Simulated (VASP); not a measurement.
HfC: equation of state with PBE+D3(BJ)

HfC:

```
Hf C
1.0
     0.00000    2.30794    2.30794
     2.30794    0.00000    2.30794
     2.30794    2.30794    0.00000
Hf C
1 1
Cartesian
  2.3079 2.3079 2.3079
  0.0000 0.0000 0.0000
```

```
Program                : VASP 6.6.1
Task                   : equation of state
Functional             : PBE
Dispersion             : D3(BJ)
Potentials or basis    : VASP PAW PBE potentials, release 64 (Hf_pv, C)
Cutoff                 : 520 eV
k mesh                 : 8 × 8 × 8
Occupations            : fermi-dirac, width 0.05 eV
Spin                   : no spin polarisation
Ladder                 : gaps
Further INCAR settings : ALGO = Normal; EDIFF = 1e-06
```

| Quantity | Value |
| --- | --- |
| Equilibrium volume | 12.30 Å³/atom |
| Bulk modulus | 249 GPa |
| Pressure derivative of the bulk modulus | 4.1 (rough: it moves with the points fitted) |

Energy against volume, from the lowest point:
| volume (Å³/atom) | energy (meV/atom) |
| --- | --- |
| 11.802 | 16.67 |
| 12.048 | 4.10 |
| 12.293 | 0.00 |
| 12.539 | 3.56 |
| 12.785 | 14.05 |

All runs of the series together: 42 s on 1 thread of AMD EPYC 7R13 Processor (Zen 3), with other jobs on the host.

The run has no spin-orbit coupling, so splittings on Hf are missing.
